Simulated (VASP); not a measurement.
# EuZnSi: formation energy of a vacancy on the Si site, part 3 of 4

Wanted: what a vacancy on the Si site costs in EuZnSi and how the lattice relaxes round it. The start is a cell from a database of measured crystal structures.

VASP 6.6.1, plane waves and PAW; the level of theory is named at each step.

So far. Step 3 (Relax the host again, on a new basis): The start already met the threshold, so nothing moved. Step 4 (The perfect supercell): The host is treated as a metal, as its relaxation found a gap under 0.3 eV or none, and only the neutral defect is run.

## Step 5: Reference Si

This step: PBEsol; plane waves and PAW (Si) (VASP 6.6.1).

System of this step: Si. Symmetry: Fd-3m, No. 227, cubic system. The conventional cell has a = 5.430 Å, b = 5.430 Å, c = 5.430 Å, α = 90.00°, β = 90.00°, γ = 90.00°. Nearest to Si lie 4 Si at 2.35 Å.

The reference for Si is its crystal, relaxed at the cutoff of the large cell.

The input, INCAR:

```
SYSTEM = Si
PREC = Normal
ENCUT = 300
EDIFF = 1E-05
NELM = 120
ISMEAR = 0
SIGMA = 0.1
LREAL = Auto
ALGO = Fast
GGA = PS
NBANDS = 10
LORBIT = 11
LWAVE = .FALSE.
LCHARG = .FALSE.
KPAR = 4
IBRION = 2
NSW = 25
ISIF = 3
EDIFFG = -0.02
POTIM = 0.4
```

The input, POSCAR:

```
Si
1.0
    0.0000000000      2.7150000000      2.7150000000
    2.7150000000      0.0000000000      2.7150000000
    2.7150000000      2.7150000000      0.0000000000
Si
2
Direct
    0.0000000000      0.0000000000      0.0000000000
    0.2500000000      0.2500000000      0.2500000000
```

The input, KPOINTS:

```
Automatic mesh
0
Gamma
9 9 9
0 0 0
```

The projector-augmented-wave data sets are Si (PBE family, release 64).

Command:

```console
$ mpirun -np 4 vasp_std
```

What it wrote:

```text
[banner, memory and clock lines left out]
running    4 mpi-ranks, on    1 nodes
 distrk:  each k-point on    1 cores,    4 groups
 distr:  one band on    1 cores,    1 groups

 POSCAR found type information on POSCAR Si
 POSCAR found :  1 types and       2 ions
|                                                                             |
|               ----> ADVICE to this user running VASP <----                  |
|                                                                             |
|     You have a (more or less) 'small supercell' and for smaller cells       |
|     it is recommended to use the reciprocal-space projection scheme!        |
|     The real-space optimization is not efficient for small cells and it     |
|     is also less accurate ...                                               |
|     Therefore, set LREAL=.FALSE. in the INCAR file.                         |
|                                                                             |

 [... a notice as in an earlier step ...]

 LDA part: xc-table for (Slater+PW92), standard interpolation
 POSCAR, INCAR and KPOINTS ok, starting setup
 FFT: planning ... GRIDC
 FFT: planning ... GRID_SOFT
 FFT: planning ... GRID
 WAVECAR not read
 entering main loop
       N       E                     dE             d eps       ncg     rms          rms(c)
DAV:   1     0.534401980740E+00    0.53440E+00   -0.24565E+03   700   0.402E+02
DAV:   2    -0.114087576510E+02   -0.11943E+02   -0.11438E+02  1014   0.685E+01
DAV:   3    -0.117110074454E+02   -0.30225E+00   -0.30149E+00   882   0.951E+00
DAV:   4    -0.117129392583E+02   -0.19318E-02   -0.19316E-02   880   0.913E-01
DAV:   5    -0.117129508696E+02   -0.11611E-04   -0.11611E-04   868   0.619E-02    0.506E+00
RMM:   6    -0.115588398628E+02    0.15411E+00   -0.47898E-02   700   0.111E+00    0.304E+00
RMM:   7    -0.114885838076E+02    0.70256E-01   -0.98512E-02   704   0.169E+00    0.202E-01
RMM:   8    -0.114893187723E+02   -0.73496E-03   -0.56427E-03   700   0.513E-01    0.825E-02
RMM:   9    -0.114894276220E+02   -0.10885E-03   -0.91848E-04   700   0.202E-01    0.844E-02
RMM:  10    -0.114894608995E+02   -0.33277E-04   -0.18375E-04   700   0.970E-02    0.174E-02
RMM:  11    -0.114894630764E+02   -0.21769E-05   -0.42016E-05   627   0.469E-02
   1 F= -.11489463E+02 E0= -.11489462E+02  d E =-.114895E+02
 curvature:   0.00 expect dE= 0.000E+00 dE for cont linesearch  0.000E+00
 trial: gam= 0.00000 g(F)=  0.125E-46 g(S)=  0.540E-04 ort = 0.000E+00 (trialstep = 0.100E+01)
 search vector abs. value=  0.540E-04
 reached required accuracy - stopping structural energy minimisation
```

Run time: 2 s. Hardware: 4 MPI ranks of AMD EPYC 7R43, shared host; peak memory 0.31 GiB.

Parts of OUTCAR (step 5):

```text
   k-points           NKPTS =     35   k-points in BZ     NKDIM =     35   number of bands    NBANDS=     10

   ENCUT  =  300.0 eV  22.05 Ry    4.70 a.u.   5.42  5.42  5.42*2*pi/ulx,y,z

   NELECT =       8.0000    total number of electrons

 E-fermi :   6.0239

 k-point     1 :       0.0000    0.0000    0.0000
  band No.  band energies     occupation
      1      -6.1988      2.00000
      2       5.7981      1.99860
      3       5.7981      1.99859
      4       5.7981      1.99859
      5       8.3173      0.00000
      6       8.3173      0.00000
      7       8.3173      0.00000
      8       9.1245      0.00000
      9      13.5132      0.00000
    ...

  Total        0.0305496      0.0305496      0.0305496      0.0000000     -0.0000000      0.0000000
  in kB        1.2228606      1.2228606      1.2228606      0.0000000     -0.0000000      0.0000000
  external PRESSURE =       1.2228606 kB  Pullay stress =       0.0000000 kB

 POSITION                                       TOTAL-FORCE (eV/Angst)
 -----------------------------------------------------------------------------------
      0.00000      0.00000      0.00000         0.000000      0.000000      0.000000
      1.35750      1.35750      1.35750        -0.000000     -0.000000     -0.000000
 -----------------------------------------------------------------------------------
    total drift:                                0.000000      0.000000      0.000000

  FREE ENERGIE OF THE ION-ELECTRON SYSTEM (eV)
  ---------------------------------------------------
  free  energy   TOTEN  =       -11.4894630764 eV

  energy  without entropy=      -11.4894601698  energy(sigma->0) =      -11.48946162

[... 1 part as in an earlier step ...]

[... 15 further parts left out ...]
```

The gap is read on the k-mesh alone, so it is an upper bound where the band edges lie off the mesh. The run keeps the 48 symmetry operations of its start, so it cannot find a distortion of lower symmetry.

Little changed from the start: no atom moved by 0.005 Å and no cell edge by 0.1 %.

This step gave:

```yaml
electronic_cycles: 11
electrons: 8
free_energy_toten: -11.49 eV
fermi_energy: 6.024 eV
labelled_metallic_from_the_levels_on_this_mesh: no
gap_on_the_k_mesh: 0.4654 eV
least_direct_gap_on_the_k_mesh: 2.519 eV
```

The start already met the threshold, so nothing moved.

Energy at zero smearing: -11.48946 eV.

## Step 6: Relaxing the defect

This step: PBEsol, 4f electrons in the core; plane waves and PAW (Eu_2, Zn, Si) (VASP 6.6.1).

System of this step: Eu8Zn8Si7. The cell holds 23 atoms: 8 Eu, 8 Zn and 7 Si. Cell: a = 8.462 Å, b = 8.462 Å, c = 8.043 Å, α = 90.0°, β = 90.0°, γ = 120.0°. It derives from EuZnSi. Nearest the centre at fractional (0.333, 0.167, 0.250): Zn13 at 2.44 Å, Zn15 at 2.44 Å, Zn14 at 2.44 Å, Eu3 at 3.16 Å, Eu7 at 3.16 Å, Eu5 at 3.16 Å, Eu1 at 3.16 Å, Eu8 at 3.16 Å.

The host is treated as a metal, since its gap is under 0.3 eV or closed. The run keeps 12 symmetry operations, which cuts the number of k-points but bars distortions that break them. The atoms relax at the host's fixed cell.

The input, INCAR:

```
SYSTEM = Eu8Zn8Si7
PREC = Normal
ENCUT = 300
EDIFF = 1E-05
NELM = 120
ISMEAR = 1
SIGMA = 0.2
LREAL = Auto
ALGO = Fast
GGA = PS
NBANDS = 117
LORBIT = 11
LWAVE = .FALSE.
LCHARG = .TRUE.
KPAR = 2
NCORE = 2
IBRION = 2
NSW = 50
ISIF = 2
EDIFFG = -0.03
POTIM = 0.4
MAXMIX = 40
ISYM = 2
```

The input, POSCAR:

```
Eu8Zn8Si7
1.0
    8.4618566626      0.0000000000      0.0000000000
   -4.2309283314      7.3281828330      0.0000000000
    0.0000000000      0.0000000000      8.0429023650
Eu Zn Si
8 8 7
Direct
    0.0000000000      0.0000000000      0.5000000000
    0.0000000000      0.5000000000      0.5000000000
    0.5000000000      0.0000000000      0.5000000000
    0.5000000000      0.5000000000      0.5000000000
    0.0000000000      0.0000000000      0.0000000000
    0.0000000000      0.5000000000      0.0000000000
    0.5000000000      0.0000000000      0.0000000000
    0.5000000000      0.5000000000      0.0000000000
    0.3333333300      0.1666666700      0.7500000000
    0.3333333300      0.6666666700      0.7500000000
    0.8333333300      0.1666666700      0.7500000000
    0.8333333300      0.6666666700      0.7500000000
    0.1666666700      0.3333333300      0.2500000000
    0.1666666700      0.8333333300      0.2500000000
    0.6666666700      0.3333333300      0.2500000000
    0.6666666700      0.8333333300      0.2500000000
    0.3333333300      0.6666666700      0.2500000000
    0.8333333300      0.1666666700      0.2500000000
    0.8333333300      0.6666666700      0.2500000000
    0.1666666700      0.3333333300      0.7500000000
    0.1666666700      0.8333333300      0.7500000000
    0.6666666700      0.3333333300      0.7500000000
    0.6666666700      0.8333333300      0.7500000000
```

The input, KPOINTS:

```
Automatic mesh
0
Gamma
3 3 3
0 0 0
```

Potentials, in the order of the species: Eu_2, Zn and Si (PBE family, release 64).

Command:

```console
$ mpirun -np 4 vasp_std
```

What it wrote:

```text
[banner, memory and clock lines left out]
running    4 mpi-ranks, on    1 nodes
 distrk:  each k-point on    2 cores,    2 groups
 distr:  one band on    2 cores,    1 groups

 POSCAR found type information on POSCAR EuZnSi
 POSCAR found :  3 types and      23 ions
 [... a notice as in an earlier step ...]

 LDA part: xc-table for (Slater+PW92), standard interpolation
 POSCAR, INCAR and KPOINTS ok, starting setup
 FFT: planning ... GRIDC
 FFT: planning ... GRID_SOFT
 FFT: planning ... GRID
 WAVECAR not read
 entering main loop
       N       E                     dE             d eps       ncg     rms          rms(c)
DAV:   1     0.129612616128E+04    0.12961E+04   -0.53661E+04  1492   0.114E+03
DAV:   2     0.520952761835E+02   -0.12440E+04   -0.12115E+04  1964   0.490E+02
DAV:   3    -0.786470871295E+02   -0.13074E+03   -0.12268E+03  2244   0.151E+02
DAV:   4    -0.869730705348E+02   -0.83260E+01   -0.79926E+01  2280   0.319E+01
DAV:   5    -0.871914529513E+02   -0.21838E+00   -0.21602E+00  2256   0.656E+00    0.461E+01
RMM:   6    -0.825792977453E+02    0.46122E+01   -0.29578E+01  1726   0.199E+01    0.273E+01
RMM:   7    -0.822961082522E+02    0.28319E+00   -0.38327E+00  1848   0.960E+00    0.953E+00
RMM:   8    -0.823512739987E+02   -0.55166E-01   -0.99190E-01  1804   0.346E+00    0.173E+00
RMM:   9    -0.823189606900E+02    0.32313E-01   -0.43972E-01  1872   0.219E+00    0.545E-01
RMM:  10    -0.823122947119E+02    0.66660E-02   -0.74696E-02  1775   0.109E+00    0.335E-01
RMM:  11    -0.823133557456E+02   -0.10610E-02   -0.13066E-02  1908   0.395E-01    0.184E-01
RMM:  12    -0.823135434756E+02   -0.18773E-03   -0.24777E-03  1678   0.164E-01    0.587E-02
RMM:  13    -0.823135613894E+02   -0.17914E-04   -0.61334E-04  1555   0.102E-01    0.339E-02
RMM:  14    -0.823135718736E+02   -0.10484E-04   -0.14883E-04  1328   0.485E-02    0.171E-02
RMM:  15    -0.823135738764E+02   -0.20028E-05   -0.36050E-05  1080   0.314E-02
   1 F= -.82313574E+02 E0= -.82318764E+02  d E =-.823136E+02
 curvature:   0.00 expect dE= 0.000E+00 dE for cont linesearch  0.000E+00
 trial: gam= 0.00000 g(F)=  0.171E-01 g(S)=  0.000E+00 ort = 0.000E+00 (trialstep = 0.100E+01)
 search vector abs. value=  0.171E-01
 bond charge predicted
       N       E                     dE             d eps       ncg     rms          rms(c)
DAV:   1    -0.823256937341E+02   -0.12122E-01   -0.54693E-01  2088   0.272E+00    0.340E-01
RMM:   2    -0.823278811377E+02   -0.21874E-02   -0.29514E-02  1920   0.604E-01    0.244E-01
RMM:   3    -0.823279670922E+02   -0.85955E-04   -0.44428E-03  1904   0.268E-01    0.610E-02
RMM:   4    -0.823280095287E+02   -0.42437E-04   -0.64572E-04  1844   0.994E-02    0.376E-02
RMM:   5    -0.823280089633E+02    0.56541E-06   -0.10941E-04  1390   0.435E-02    0.146E-02
RMM:   6    -0.823280103380E+02   -0.13747E-05   -0.34776E-05   994   0.433E-02
   2 F= -.82328010E+02 E0= -.82333382E+02  d E =-.144365E-01
[... from here on, the cycles between the ionic steps are left out ...]
   3 F= -.82341160E+02 E0= -.82347051E+02  d E =-.275866E-01
   4 F= -.82344123E+02 E0= -.82349995E+02  d E =-.296239E-02
   5 F= -.82346971E+02 E0= -.82352804E+02  d E =-.581052E-02
   6 F= -.82347306E+02 E0= -.82353094E+02  d E =-.614531E-02
   7 F= -.82348024E+02 E0= -.82353833E+02  d E =-.686347E-02
   8 F= -.82348032E+02 E0= -.82353835E+02  d E =-.687129E-02
   9 F= -.82348030E+02 E0= -.82353835E+02  d E =-.686958E-02
 curvature:  -1.82 expect dE=-0.822E-03 dE for cont linesearch -0.570E-05
 ZBRENT: accuracy reached
 trial: gam= 0.16330 g(F)=  0.452E-03 g(S)=  0.000E+00 ort = 0.909E-04 (trialstep = 0.236E+01)
 search vector abs. value=  0.552E-03
 bond charge predicted
       N       E                     dE             d eps       ncg     rms          rms(c)
DAV:   1    -0.823480805579E+02   -0.56757E-04   -0.35540E-01  1904   0.194E+00    0.108E-01
RMM:   2    -0.823488158845E+02   -0.73533E-03   -0.74380E-03  1988   0.336E-01    0.882E-02
RMM:   3    -0.823488387735E+02   -0.22889E-04   -0.80230E-04  1806   0.122E-01    0.576E-02
RMM:   4    -0.823488338482E+02    0.49253E-05   -0.15975E-04  1452   0.650E-02    0.528E-02
RMM:   5    -0.823488295633E+02    0.42850E-05   -0.57701E-05  1200   0.491E-02
  10 F= -.82348830E+02 E0= -.82354372E+02  d E =-.799489E-03
 trial-energy change:   -0.000799  1 .order   -0.000777   -0.001101   -0.000453
 step:   4.0088(harm=  4.0088)  dis= 0.00595  next Energy=   -82.348966 (dE=-0.936E-03)
 reached required accuracy - stopping structural energy minimisation
```

Wall time 2.9 min (4 MPI ranks); peak memory 0.82 GiB.

[end of part 3 of 4]

[Lines on the potential files, build, host, timing and source positions are cut from VASP's logs without a mark.]

[Logs are printed without paths, hosts, clocks, repeated set-up lines and the standing remarks that a program may print on its own settings, such as how far it seeks lower states.]

[Hosts, paths, dates, database ids (printed as entryN), source tags and the programs' standing remarks are cut or masked in the printed files.]

[In band tables of VASP the shares of atoms and orbitals are scaled to a sum of 1 inside the atoms' spheres.]

[Runs that stopped without an error message from VASP are left out.]
